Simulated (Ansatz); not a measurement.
Consider the following.

LiI:
```yaml
crystal:
  lattice:
    - [0.00000, 2.90221, 2.90221]
    - [2.90221, 0.00000, 2.90221]
    - [2.90221, 2.90221, 0.00000]
  atoms:
    - { symbol: Li, position: [0.00000, 0.00000, 0.00000] }
    - { symbol: I, position: [0.50000, 0.50000, 0.50000] }
```

This is the LDA-relaxed structure.

### Question
All from plane-wave PAW LDA (Ansatz code), unless another level is named. Estimate the formation energy from the elements (no fitted shifts).

### Answer
-1.24 eV/atom.

### Question
Next, the electron effective mass?

### Answer
0.47, 0.47, 0.93 mₑ (principal values).

### Question
Next, the conduction-band minimum?

### Answer
at X (3 equivalent valleys).

### Question
Next, the valence-band maximum?

### Answer
on the K–Γ line, 75 % of the way from K.

### Question
What about the weight of the conduction-edge state by species (Voronoi cells)?

### Answer
Li 70 %, I 30 %.

Space group Fm-3m (rock salt). The LDA relaxation kept the symmetry of its start; phonons on a q-mesh show no instability. The references are the lowest solids computed at this level, not always the standard phases. Scalar-relativistic: spin–orbit coupling is off unless named, which matters more the heavier the elements.

Potentials: the later of the program's two PAW sets.

Edges and masses are those of Kohn–Sham bands, whose gap is no quasiparticle gap.
